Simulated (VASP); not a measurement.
Write the native input for VASP 6.6.1 that does the following.

| Item | Value |
| --- | --- |
| Task | single point |
| Functional | PBE |
| Potentials or basis | VASP PAW PBE potentials, release 64 (Li_sv, Cl) |
| Cutoff | 520 eV |
| k mesh | 8 × 8 × 8 |
| Occupations | fermi-dirac, width 0.02 eV |
| Spin | no spin polarisation |
| Dipole correction | no |
| Further INCAR settings | ALGO = Fast; EDIFF = 1e-06; NBANDS = 12 |

The structure of LiCl lies in POSCAR:

```
LiCl
1.0
    0.0000000000      2.8429108541      2.8429108541
    2.8429108541      0.0000000000      2.8429108541
    2.8429108541      2.8429108541      0.0000000000
Li Cl
1 1
Direct
    0.0000000000      0.0000000000      0.0000000000
    0.2500000000      0.2500000000      0.2500000000
```

The cell was built by a generator and needn't be a form met in nature.

The cell isn't the ideal one: hydrostatic strain +4.0%.

These files were run (other wordings do the same):

INCAR

```
SYSTEM = LiCl
ALGO     = Fast           ! electronic algorithm
EDIFF    = 1E-6           ! SCF threshold, eV
ENCUT    = 520            ! plane-wave cutoff, eV
GGA      = PE             ! functional
ISIF     = 2              ! what is computed and relaxed
ISMEAR   = -1             ! smearing method
LASPH    = .True.         ! aspherical terms in the spheres
LCHARG   = .False.        ! write CHGCAR
LREAL    = .False.        ! projectors in reciprocal space
LWAVE    = .False.        ! write WAVECAR
NBANDS   = 12             ! bands
NELM     = 100            ! most SCF steps
PREC     = Accurate       ! precision mode
SIGMA    = 0.02           ! smearing width, eV
```

KPOINTS

```
k-points
0
Gamma
  8 8 8
  0 0 0
```

Potentials or basis: VASP PAW PBE potentials, release 64 (Li_sv, Cl).

Command:

```bash
$ cat potpaw_PBE.64/Li_sv/POTCAR potpaw_PBE.64/Cl/POTCAR > POTCAR
$ mpirun -np 1 vasp_std > vasp.out
```

Results of the run:

The band gap on the k mesh is 5.66 eV, direct.

It took 16 s on 1 thread of Intel(R) Xeon(R) 6975P-C (Granite Rapids), on a shared host, peak memory 0.16 GiB.
